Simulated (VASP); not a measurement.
# TiN (Fm-3m) in VASP: a series of runs

The runs below take TiN through band structure, optical spectrum, with PBE.

Program: VASP 6.6.1. These are calculated values, not measurements. Logs are shortened: lines on timing, memory, paths and dates and some standing lists are left out, and cuts for length are marked.

## 1. The crystal as given

The structure is cubic, space group Fm-3m (No. 225). The conventional cell has a = 4.249 Å, b = 4.249 Å, c = 4.249 Å, α = 90.00°, β = 90.00°, γ = 90.00°. Around Ti (site symmetry m-3m) lie 6 N at 2.12 Å. N (site symmetry m-3m) has 6 Ti at 2.12 Å as nearest neighbours.

## 2. Band structure, PBE

File INCAR:

```
SYSTEM = TiN
PREC = Accurate ; ENCUT = 520
EDIFF = 1E-7 ; ISMEAR = 0
SIGMA = 0.02 ; LREAL = .FALSE.
LASPH = .TRUE. ; NELM = 60
ALGO = Normal ; ISIF = 2
LWAVE = .FALSE. ; LCHARG = .FALSE.
LMAXMIX = 4 ; GGA = PE
NBANDS = 16
```

File KPOINTS:

```
Automatic mesh
0
G
  12 12 12
  0 0 0
```

File POSCAR:

```
TiN                                     
1.0
    0.0000000000      2.1246364449      2.1246364449
    2.1246364449     -0.0000000000      2.1246364449
    2.1246364449      2.1246364449      0.0000000000
  Ti              N             
     1     1
Direct
     0.0000000000000000    0.0000000000000000    0.0000000000000000
     0.5000000000000000    0.5000000000000000    0.5000000000000000
```

File KPOINTS_OPT:

```
path GXWKGLUWLK,UX
15
line-mode
reciprocal
 0.0000000000  0.0000000000  0.0000000000  G
 0.5000000000  0.0000000000  0.5000000000  X

 0.5000000000  0.0000000000  0.5000000000  X
 0.5000000000  0.2500000000  0.7500000000  W

 0.5000000000  0.2500000000  0.7500000000  W
 0.3750000000  0.3750000000  0.7500000000  K

 0.3750000000  0.3750000000  0.7500000000  K
 0.0000000000  0.0000000000  0.0000000000  G

 0.0000000000  0.0000000000  0.0000000000  G
 0.5000000000  0.5000000000  0.5000000000  L

 0.5000000000  0.5000000000  0.5000000000  L
 0.6250000000  0.2500000000  0.6250000000  U

 0.6250000000  0.2500000000  0.6250000000  U
 0.5000000000  0.2500000000  0.7500000000  W

 0.5000000000  0.2500000000  0.7500000000  W
 0.5000000000  0.5000000000  0.5000000000  L

 0.5000000000  0.5000000000  0.5000000000  L
 0.3750000000  0.3750000000  0.7500000000  K

 0.6250000000  0.2500000000  0.6250000000  U
 0.5000000000  0.0000000000  0.5000000000  X
```

Potentials or basis: VASP PAW PBE potentials, release 64 (Ti_sv, N).

On the command line:

```sh
cat potpaw_PBE.64/Ti_sv/POTCAR potpaw_PBE.64/N/POTCAR > POTCAR
mpirun -np 1 vasp_std > vasp.out
```

OUTCAR:

```text
SYSTEM = TiN
   PREC = Accurate
   ENCUT = 520
   EDIFF = 1E-7
   ISMEAR = 0
   LREAL = .FALSE.
   LASPH = .TRUE.
   NELM = 60
   ISIF = 2
   GGA = PE

 ion  position               nearest neighbor table
   1  0.000  0.000  0.000-   2 2.12   2 2.12   2 2.12   2 2.12   2 2.12   2 2.12
   2  0.500  0.500  0.500-   1 2.12   1 2.12   1 2.12   1 2.12   1 2.12   1 2.12

  LATTYP: Found a face centered cubic cell.
 ALAT       =     4.2492728898

  Lattice vectors:

 A1 = (   0.0000000000,   2.1246364449,   2.1246364449)
 A2 = (   2.1246364449,   0.0000000000,   2.1246364449)
 A3 = (   2.1246364449,   2.1246364449,   0.0000000000)

Analysis of symmetry for initial positions (statically):
=====================================================================
 Subroutine PRICEL returns:
 Original cell was already a primitive cell.

 Routine SETGRP: Setting up the symmetry group for a
 face centered cubic supercell.

 Subroutine GETGRP returns: Found 48 space group operations
 (whereof 48 operations were pure point group operations)
 out of a pool of 48 trial point group operations.

The static configuration has the point symmetry O_h .

Analysis of symmetry for dynamics (positions and initial velocities):
=====================================================================
 Subroutine PRICEL returns:
 Original cell was already a primitive cell.

 Routine SETGRP: Setting up the symmetry group for a
 face centered cubic supercell.

 Subroutine GETGRP returns: Found 48 space group operations
 (whereof 48 operations were pure point group operations)
 out of a pool of 48 trial point group operations.

The dynamic configuration has the point symmetry O_h .

 Subroutine INISYM returns: Found 48 space group operations
 (whereof 48 operations are pure point group operations),
 and found     1 'primitive' translations

----------------------------------------------------------------------------------------

                                     Primitive cell

  volume of cell :      19.1816

  direct lattice vectors                    reciprocal lattice vectors
     0.000000000  2.124636445  2.124636445    -0.235334380  0.235334380  0.235334380
     2.124636445  0.000000000  2.124636445     0.235334380 -0.235334380  0.235334380
     2.124636445  2.124636445  0.000000000     0.235334380  0.235334380 -0.235334380

  length of vectors
     3.004689675  3.004689675  3.004689675     0.407611103  0.407611103  0.407611103

  position of ions in fractional coordinates (direct lattice)
     0.000000000  0.000000000  0.000000000
     0.500000000  0.500000000  0.500000000

  ion indices of the primitive-cell ions
   primitive index   ion index
                 1           1
                 2           2

----------------------------------------------------------------------------------------

 KPOINTS: Automatic mesh

Automatic generation of k-mesh.
 Grid dimensions read from file:
 generate k-points for:   12   12   12

 Generating k-lattice:

  Cartesian coordinates                     Fractional coordinates (reciprocal lattice)
    -0.019611198  0.019611198  0.019611198     0.083333333  0.000000000  0.000000000
     0.019611198 -0.019611198  0.019611198     0.000000000  0.083333333  0.000000000
     0.019611198  0.019611198 -0.019611198     0.000000000  0.000000000  0.083333333

  Length of vectors
     0.033967592  0.033967592  0.033967592

  Shift w.r.t. Gamma in fractional coordinates (k-lattice)
     0.000000000  0.000000000  0.000000000

 Subroutine IBZKPT returns following result:
 ===========================================

 Found     72 irreducible k-points:

 Following reciprocal coordinates:
            Coordinates               Weight
  0.000000  0.000000  0.000000      1.000000
  0.083333  0.000000  0.000000      8.000000
  0.166667  0.000000  0.000000      8.000000
  0.250000  0.000000  0.000000      8.000000
  0.333333  0.000000  0.000000      8.000000
  0.416667  0.000000  0.000000      8.000000
[... 16 lines left out ...]
  0.500000  0.166667  0.000000     24.000000
 -0.416667  0.166667  0.000000     24.000000
 [... further k-points ...]
   k-points           NKPTS =     72   k-points in BZ     NKDIM =     72   number of bands    NBANDS=     16
   number of dos      NEDOS =    301   number of ions     NIONS =      2
   total plane-waves  NPLWV =  13824
   dimension x,y,z NGX =    24 NGY =   24 NGZ =   24
   dimension x,y,z NGXF=    48 NGYF=   48 NGZF=   48
   ions per type =               1   1
   NGX,Y,Z   is equivalent  to a cutoff of  13.28, 13.28, 13.28 a.u.
   NGXF,Y,Z  is equivalent  to a cutoff of  26.56, 26.56, 26.56 a.u.
 SYSTEM =  TiN
   PREC   = accura    normal or accurate (medium, high low for compatibility)
   ISTART =      0    job   : 0-new  1-cont  2-samecut
   ICHARG =      2    charge: 1-file 2-atom 10-const
   ISPIN  =      1    spin polarized calculation?
   LNONCOLLINEAR =      F non collinear calculations
   LSORBIT =      F    spin-orbit coupling
   LASPH  =      T    aspherical Exc in radial PAW
   ENCUT  =  520.0 eV  38.22 Ry    6.18 a.u.   5.59  5.59  5.59*2*pi/ulx,y,z
   NELM   =     60;   NELMIN=  2; NELMDL= -5     # of ELM steps
   EDIFF  = 0.1E-06   stopping-criterion for ELM
   LREAL  =      F    real-space projection
   EDIFFG = 0.1E-05   stopping-criterion for IOM
   NSW    =      0    number of steps for IOM
   IBRION =     -1    ionic relax: 0-MD 1-quasi-New 2-CG
   NFREE  =      0    steps in history (QN), initial steepest desc. (CG)
   ISIF   =      2    stress and relaxation
   ISYM   =      2    0-nonsym 1-usesym 2-fastsym
   POTIM  = 0.5000    time-step for ionic-motion
   TEBEG  =    0.0;   TEEND  =   0.0 temperature during run
   PSTRESS=    0.0 pullay stress
   NELECT =      17.0000    total number of electrons
   NUPDOWN=      -1.0000    fix difference up-down
   EMIN   =  10.00;   EMAX   =-10.00  energy-range for DOS
   EFERMI =   0.00;   METHOD = LEGACY
   ISMEAR =     0;   SIGMA  =   0.02  broadening in eV -4-tet -1-fermi 0-gaus
   EFERMI_NEDOS =   21; number of points for ismear=-14 and -15
   IALGO  =     38    algorithm
   IMIX   =      4    mixing-type and parameters
     AMIX     =   0.40;   BMIX     =  1.00
     AMIX_MAG =   1.60;   BMIX_MAG =  1.00
  volume/ion in A,a.u.               =       9.59        64.72
  Fermi-wavevector in a.u.,A,eV,Ry     =   1.572521  2.971634 33.644799  2.472823
  Thomas-Fermi vector in A             =   2.673943
   LORBIT       =      0    0 simple, 1 ext, 2 COOP (PROOUT), +10 PAW based schemes
   GGA     = PE    functional components
   LHFCALC =     F    Hartree Fock is set to
   AEXX    =    0.0000 exact exchange contribution
   IVDW    =     0    specifies the selected vdW correction
   LEPSILON=     F    determine dielectric tensor
   LRPA    =     F    only Hartree local field effects (RPA)
 non-spin polarized calculation
 Gauss-broadening in eV      SIGMA  =   0.02
  energy-cutoff  :      520.00
  volume of cell :       19.18
 maximum number of plane-waves:       533
 NGX is ok and might be reduce to    24
   NGX = 11   NGY = 11   NGZ = 11

 number of electron      17.0000002 magnetization

 Free energy of the ion-electron system (eV)
  ---------------------------------------------------
  ext. energy  EPLUGINS =         0.00000000
  ---------------------------------------------------
  free energy    TOTEN  =       -19.63768521 eV

  energy without entropy =      -19.63727524  energy(sigma->0) =      -19.63748022

 E-fermi :  11.3216     XC(G=0): -12.9911

 val. band max:       11.3165175404   @ k =   0.5000   0.2500   0.0833
 cond. band min:      11.3267104524   @ k =   0.1667   0.0000   0.0000
 fundamental gap:      0.0101929120
 Fermi energy:        11.3215510708

 k-point     1 :       0.0000    0.0000    0.0000
  band No.  band energies     occupation
      1     -46.5088      2.00000
      2     -22.4917      2.00000
      3     -22.4917      2.00000
      4     -22.4917      2.00000
      5      -5.6925      2.00000
      6       9.3402      2.00000
[... 8 lines left out ...]
     15      24.5324      0.00000
     16      31.0448      0.00000

 k-point     2 :       0.0833    0.0000    0.0000
  band No.  band energies     occupation
      1     -46.5025      2.00000
      2     -22.5360      2.00000
      3     -22.4954      2.00000
      4     -22.4954      2.00000
      5      -5.5591      2.00000
      6       8.6163      2.00000
[... 8 lines left out ...]
     15      24.6181      0.00000
     16      30.8562      0.00000

 k-point     3 :       0.1667    0.0000    0.0000
  band No.  band energies     occupation
      1     -46.4854      2.00000
      2     -22.6553      2.00000
      3     -22.5056      2.00000
      4     -22.5056      2.00000
      5      -5.1816      2.00000
      6       7.2730      2.00000
[... 8 lines left out ...]
     15      24.5781      0.00000
     16      30.1419      0.00000

 k-point     4 :       0.2500    0.0000    0.0000
  band No.  band energies     occupation
      1     -46.4618      2.00000
      2     -22.8145      2.00000
      3     -22.5193      2.00000
      4     -22.5193      2.00000
      5      -4.6261      2.00000
      6       5.8527      2.00000
[... 8 lines left out ...]
     15      24.2304      0.00000
     16      28.8498      0.00000
[... 324 lines left out ...]
 k-point    22 :       0.4167    0.1667    0.0000
  band No.  band energies     occupation
      1     -46.4190      2.00000
      2     -22.9796      2.00000
      3     -22.6062      2.00000
      4     -22.5879      2.00000
      5      -3.8636      2.00000
      6       4.4840      2.00000
[... 8 lines left out ...]
     15      24.2744      0.00000
     16      25.9965      0.00000

 k-point    23 :       0.5000    0.1667    0.0000
  band No.  band energies     occupation
      1     -46.4069      2.00000
      2     -23.0464      2.00000
      3     -22.6353      2.00000
      4     -22.5835      2.00000
      5      -3.5389      2.00000
      6       4.0487      2.00000
[... 8 lines left out ...]
     15      24.4730      0.00000
     16      25.3089      0.00000

 k-point    24 :      -0.4167    0.1667    0.0000
  band No.  band energies     occupation
      1     -46.4053      2.00000
      2     -23.0534      2.00000
      3     -22.6560      2.00000
      4     -22.5687      2.00000
      5      -3.4531      2.00000
      6       3.9190      2.00000
[... 8 lines left out ...]
     15      24.2868      0.00000
     16      25.3068      0.00000

 [... further k-points ...]

------------------------ aborting loop because EDIFF is reached ----------------------------------------

  FORCE on cell =-STRESS in cart. coord.  units (eV):
  Direction    XX          YY          ZZ          XY          YZ          ZX
  --------------------------------------------------------------------------------------
  -------------------------------------------------------------------------------------
  Total       -0.0033781     -0.0033781     -0.0033781      0.0000000     -0.0000000      0.0000000
  in kB       -0.2821626     -0.2821626     -0.2821626      0.0000000     -0.0000000      0.0000000
  external PRESSURE =      -0.2821626 kB  Pullay stress =       0.0000000 kB

 VOLUME and BASIS-vectors are now :
 -----------------------------------------------------------------------------
  energy-cutoff  :      520.00
  volume of cell :       19.18
      direct lattice vectors                 reciprocal lattice vectors
     0.000000000  2.124636445  2.124636445    -0.235334380  0.235334380  0.235334380
     2.124636445  0.000000000  2.124636445     0.235334380 -0.235334380  0.235334380
     2.124636445  2.124636445  0.000000000     0.235334380  0.235334380 -0.235334380

 POSITION                                       TOTAL-FORCE (eV/Angst)
 -----------------------------------------------------------------------------------
      0.00000      0.00000      0.00000        -0.000000      0.000000     -0.000000
      2.12464      2.12464      2.12464         0.000000      0.000000      0.000000
 -----------------------------------------------------------------------------------
    total drift:                                0.000000     -0.000000     -0.000000

  FREE ENERGIE OF THE ION-ELECTRON SYSTEM (eV)
  ---------------------------------------------------
  free  energy   TOTEN  =       -19.6376852101 eV

  energy  without entropy=      -19.6372752370  energy(sigma->0) =      -19.63748022
```

Run time: 31 s. Hardware: 1 thread of Intel Xeon Platinum 8488C (Sapphire Rapids), shared host; peak memory 0.16 GiB.

Results:

* Free energy: -19.6377 eV
* Pressure: 0.0 GPa
* Band gap along the path: none (metal or under the smearing width)

Levels at the corners of the path, in eV from the Fermi level:
```csv
point,band 6,band 7,band 8,band 9,band 10,band 11
Γ,-1.98,-1.98,-1.98,-0.56,-0.56,-0.56
X,-5.76,-3.17,-3.17,-2.99,1.67,2.41
X,-5.76,-3.17,-3.17,-2.99,1.67,2.41
W,-5.40,-5.40,-5.29,0.96,0.96,2.41
W,-5.40,-5.40,-5.29,0.96,0.96,2.41
K,-5.74,-5.65,-4.39,-0.41,2.01,2.34
K,-5.74,-5.65,-4.39,-0.41,2.01,2.34
Γ,-1.98,-1.98,-1.98,-0.56,-0.56,-0.56
Γ,-1.98,-1.98,-1.98,-0.56,-0.56,-0.56
L,-7.99,-5.40,-5.40,1.72,1.72,2.38
L,-7.99,-5.40,-5.40,1.72,1.72,2.38
U,-5.74,-5.65,-4.39,-0.41,2.01,2.34
U,-5.74,-5.65,-4.39,-0.41,2.01,2.34
W,-5.40,-5.40,-5.29,0.96,0.96,2.41
W,-5.40,-5.40,-5.29,0.96,0.96,2.41
L,-7.99,-5.40,-5.40,1.72,1.72,2.38
L,-7.99,-5.40,-5.40,1.72,1.72,2.38
K,-5.74,-5.65,-4.39,-0.41,2.01,2.34
U,-5.74,-5.65,-4.39,-0.41,2.01,2.34
X,-5.76,-3.17,-3.17,-2.99,1.67,2.41
```

## 3. Optical spectrum, PBE

File INCAR:

```
  PREC = Accurate
  ENCUT = 520
  EDIFF = 1E-7
  ISMEAR = 0
  SIGMA = 0.02
  LREAL = False
  LASPH = True
  NELM = 60
  ALGO = Normal
  ISIF = 2
  LWAVE = False
  LCHARG = False
  GGA = PE
  LOPTICS = True
  NBANDS = 56
  NEDOS = 2000
  CSHIFT = 0.1
```

File KPOINTS:

```
regular mesh
0
Gamma
  18 18 18
```

POSCAR is that of step 2.

Potentials or basis: VASP PAW PBE potentials, release 64 (Ti_sv, N).

On the command line:

```sh
cat potpaw_PBE.64/Ti_sv/POTCAR potpaw_PBE.64/N/POTCAR > POTCAR
mpirun -np 1 vasp_std > vasp.out
```

OUTCAR:

```text
PREC = Accurate
   ENCUT = 520
   EDIFF = 1E-7
   ISMEAR = 0
   LREAL = False
   LASPH = True
   NELM = 60
   ISIF = 2
   GGA = PE

 ion  position               nearest neighbor table
   1  0.000  0.000  0.000-   2 2.12   2 2.12   2 2.12   2 2.12   2 2.12   2 2.12
   2  0.500  0.500  0.500-   1 2.12   1 2.12   1 2.12   1 2.12   1 2.12   1 2.12
[... 896 lines left out ...]
     5.43239     5.99386     5.99386     5.99386    -0.00000    -0.00000     0.00000
     7.24319     0.90828     0.90828     0.90828    -0.00000    -0.00000    -0.00000
     9.05399    -2.03778    -2.03778    -2.03778     0.00000    -0.00000     0.00000
[... 92 lines left out ...]
   177.45816     0.97004     0.97004     0.97004    -0.00000    -0.00000     0.00000
   179.26896     0.97069     0.97069     0.97069    -0.00000    -0.00000     0.00000

  frequency dependent IMAGINARY DIELECTRIC FUNCTION (independent particle, no local field effects) current-current
     E(ev)      X         Y         Z        XY        YZ        ZX
  --------------------------------------------------------------------------------------------------------------
     0.00000   115.83272   115.83272   115.83272     0.00000     0.00000     0.00000
     1.81080     3.07689     3.07689     3.07689    -0.00000    -0.00000     0.00000
     3.62160     6.32220     6.32220     6.32220    -0.00000    -0.00000     0.00000
     5.43239    10.01403    10.01403    10.01403     0.00000     0.00000    -0.00000
     7.24319     6.84467     6.84467     6.84467     0.00000    -0.00000     0.00000
     9.05399     4.90481     4.90481     4.90481     0.00000    -0.00000     0.00000
[... 92 lines left out ...]
   177.45816     0.00000     0.00000     0.00000     0.00000    -0.00000    -0.00000
   179.26896     0.00000     0.00000     0.00000     0.00000    -0.00000    -0.00000

  frequency dependent      REAL DIELECTRIC FUNCTION (independent particle, no local field effects) current-current
     E(ev)        X           Y           Z          XY          YZ          ZX
  --------------------------------------------------------------------------------------------------------------
     0.00000    30.84998    30.84998    30.84998     0.00000     0.00000     0.00000
     1.81080     7.04683     7.04683     7.04683    -0.00000    -0.00000    -0.00000
     3.62160     7.37379     7.37379     7.37379    -0.00000    -0.00000    -0.00000
     5.43239     5.64873     5.64873     5.64873     0.00000     0.00000    -0.00000
     7.24319     0.72762     0.72762     0.72762    -0.00000    -0.00000     0.00000
     9.05399    -2.14272    -2.14272    -2.14272    -0.00000     0.00000    -0.00000
[... 92 lines left out ...]
   177.45816     0.97005     0.97005     0.97005     0.00000     0.00000    -0.00000
   179.26896     0.97070     0.97070     0.97070     0.00000     0.00000    -0.00000
```

stdout:

```text
POSCAR found type information on POSCAR TiN
 POSCAR found :  2 types and       2 ions
 scaLAPACK will be used
 LDA part: xc-table for (Slater+PW92), standard interpolation
 POSCAR, INCAR and KPOINTS ok, starting setup
 FFT: planning ... GRIDC
 FFT: planning ... GRID_SOFT
 FFT: planning ... GRID
 WAVECAR not read
 entering main loop
 optical routines
 imaginary and real dielectric function
 recalculating local potential from charge density
 direction            1
 direction            2
 direction            3
```

Run time: 2.1 min. Hardware: 1 thread of Intel Xeon Platinum 8488C (Sapphire Rapids), shared host; peak memory 0.36 GiB.

Results:

| Quantity | Value |
| --- | --- |
| Free energy | -19.6365 eV |
| Pressure | 0.0 GPa |
| Band gap on the k mesh | none (metal or under the smearing width) |

Dielectric function (mean over the directions given):
```tsv
energy (eV)	real part	imaginary part
0.27	29.62	49.98
0.91	4.35	7.85
1.54	5.60	2.02
2.26	8.52	2.29
2.90	9.76	3.41
3.62	7.68	5.97
4.26	8.79	6.45
4.98	8.31	10.17
5.61	4.27	9.97
6.34	2.52	10.47
6.97	-0.48	7.77
7.70	-0.44	9.02
8.33	-0.21	6.91
9.05	-2.04	4.97
9.69	-2.89	4.06
10.41	-2.12	2.13
11.05	-1.11	1.11
11.77	0.30	1.16
12.40	0.86	1.83
13.13	0.66	2.18
13.76	0.16	2.37
14.49	0.08	1.97
15.12	0.34	1.13
15.84	0.72	1.03
16.48	1.42	1.51
17.20	0.87	2.66
17.84	0.01	1.97
18.56	0.22	1.78
19.19	-0.05	1.74
19.92	-0.17	1.33
```

Caveat: independent-particle spectra lack excitons; the intraband (Drude) part of a metal's response may be missing.
